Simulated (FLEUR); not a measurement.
Cu:

```xyz
1
Lattice="0.0000 1.8075 1.8075 1.8075 0.0000 1.8075 1.8075 1.8075 0.0000" Properties=species:S:1:pos:R:3 pbc="T T T"
Cu    0.0000    0.0000    0.0000
```

* Program: FLEUR MaX-R8.1 (later development tree)
* Task: single point
* Functional: PBE
* Potentials or basis: all-electron
* Basis: FLAPW
* Kmax: 3.93 1/bohr
* k mesh: 13 × 13 × 13
* Occupations: fermi-dirac, width 0.05 eV
* Spin: no spin polarisation
* Gmax: 12.2 1/bohr
* Muffin-tin radii: Cu 2.19 bohr
* lmax: Cu 9
* Local orbitals a species: Cu 5
* Max iterations: 60
* Mixing factor: 0.05
* Mixer: Anderson
* Mixer history: 15
* Density convergence: 1e-05 me/bohr^3

On this cell: band gap on the k mesh none (metal or under the smearing width).

The same run follows on a disturbed copy (cell strained at random at fixed volume):

```
Cu
1.0
    -0.00858    1.79575    1.80169
     1.82295   -0.02405    1.81716
     1.79533    1.78360    0.00357
Cu
1
Direct
  0.00146 0.97571 0.02932
```

**Question.** What does the disturbed cell give?

**Answer.** The energy (extrapolated to zero smearing) moves by +1.5 meV/atom; band gap on the k mesh none (metal or under the smearing width).
